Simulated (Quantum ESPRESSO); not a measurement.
**Te2Mo in Quantum ESPRESSO: the effect of functional**

Te2Mo:

```
CELL_PARAMETERS angstrom
2.07167 1.19608 6.26345
-2.07167 1.19608 6.26345
0.00000 -2.39216 6.26345
ATOMIC_POSITIONS crystal
Mo 0.00000 0.00000 0.00000
Te 0.25200 0.25200 0.25200
Te 0.74800 0.74800 0.74800
```

The cell was built by a generator and needn't be a form met in nature.

Alike in all runs:

```yaml
Program: Quantum ESPRESSO 7.5
Task: single point
Potentials_or_basis: PseudoDojo 0.4.1 SR PBE standard
Cutoff: 1088 eV
Density_cutoff: 4354 eV
k_mesh: 5 × 5 × 5
Occupations: gaussian, width 0.05 eV
Spin: collinear spin, ferromagnetic start
Starting_moments: "[2.0, 0.0, 0.0] μB"
Hubbard_terms: Mo d U = 6 eV
```

```tsv
functional	pressure (GPa)	moment (μB)	largest force (eV/Å)
LDA	-3.8	2.49	0.30
PBEsol	-1.9	2.43	0.12
revPBE	2.2	2.38	0.15
RPBE	?	?	?
PW91	0.8	2.40	0.10
```

Task: What does the run with functional RPBE give?

Result: Pressure 2.7 GPa; moment 2.37 μB; largest force 0.18 eV/Å.

Caveats: the potentials were made for another functional, which shifts forces and pressure; the U is typed as a test and isn't derived for this compound.

Runs at the PBE level aren't shown here.
